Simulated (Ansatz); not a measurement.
The calculation used Ansatz 0.2.0, DFT PBE, scalar-relativistic, plane waves, PAW. Settings: cutoff 420 eV, Γ-centred meshes spaced at most about 0.3 Å⁻¹, and about 0.25 Å⁻¹ or finer for metals (2π included), Gaussian smearing. No spin polarisation.

All energies are static (0 K, no zero-point motion).

Two relaxed structures of Mg5O:

A.

```cif
data_structure
_symmetry_space_group_name_H-M 'P-3m1'
_symmetry_Int_Tables_number 164
_cell_length_a 3.1261
_cell_length_b 3.1261
_cell_length_c 25.8736
_cell_angle_alpha 90.000
_cell_angle_beta 90.000
_cell_angle_gamma 120.000
_cell_volume 218.98
loop_
_atom_site_label
_atom_site_type_symbol
_atom_site_symmetry_multiplicity
_atom_site_Wyckoff_symbol
_atom_site_fract_x
_atom_site_fract_y
_atom_site_fract_z
_atom_site_occupancy
Mg1 Mg 1 a 0.00000 0.00000 0.00000 1
Mg2 Mg 2 d 0.66667 0.33333 0.90489 1
Mg3 Mg 2 d 0.33333 0.66667 0.80435 1
Mg4 Mg 2 c 0.00000 0.00000 0.70283 1
Mg5 Mg 1 b 0.00000 0.00000 0.50000 1
Mg6 Mg 2 d 0.66667 0.33333 0.60173 1
O1 O 2 d 0.66667 0.33333 0.04688 1
```

B.

```cif
data_structure
_symmetry_space_group_name_H-M 'P6_3/mmc'
_symmetry_Int_Tables_number 194
_cell_length_a 3.1476
_cell_length_b 3.1476
_cell_length_c 25.5870
_cell_angle_alpha 90.000
_cell_angle_beta 90.000
_cell_angle_gamma 120.000
_cell_volume 219.53
loop_
_atom_site_label
_atom_site_type_symbol
_atom_site_symmetry_multiplicity
_atom_site_Wyckoff_symbol
_atom_site_fract_x
_atom_site_fract_y
_atom_site_fract_z
_atom_site_occupancy
Mg1 Mg 4 f 0.33333 0.66667 0.45177 1
Mg2 Mg 4 f 0.33333 0.66667 0.64929 1
Mg3 Mg 2 c 0.66667 0.33333 0.75000 1
O1 O 2 a 0.00000 0.00000 0.50000 1
```

Problem. Which would you expect to be lower, and how large is the difference?

Solution. A is lower, by 44 meV/atom. A has space group P-3m1 (No. 164), 18.2 Å³/atom and no gap on its mesh; B has space group P6_3/mmc (No. 194), 18.3 Å³/atom and no gap. In A, Mg on a site of symmetry -3m is surrounded by 6 O at 2.17 Å and 12 Mg at 3.05–3.13 Å; Mg on a site of symmetry 3m is surrounded by 3 O at 2.19 Å and 12 Mg at 3.05–3.17 Å; O is surrounded by 6 Mg at 2.17–2.19 Å; 4 more sites not described. In B, Mg on a site of symmetry 3m has 3 O at 2.20 Å and 12 Mg at 3.07–3.16 Å; around Mg on a second site of symmetry 3m lie 12 Mg at 3.15–3.16 Å; around O lie 6 Mg at 2.20 Å; 1 more site not described. Both come from invented guesses.

Cells relaxed within their symmetry can be saddle points.
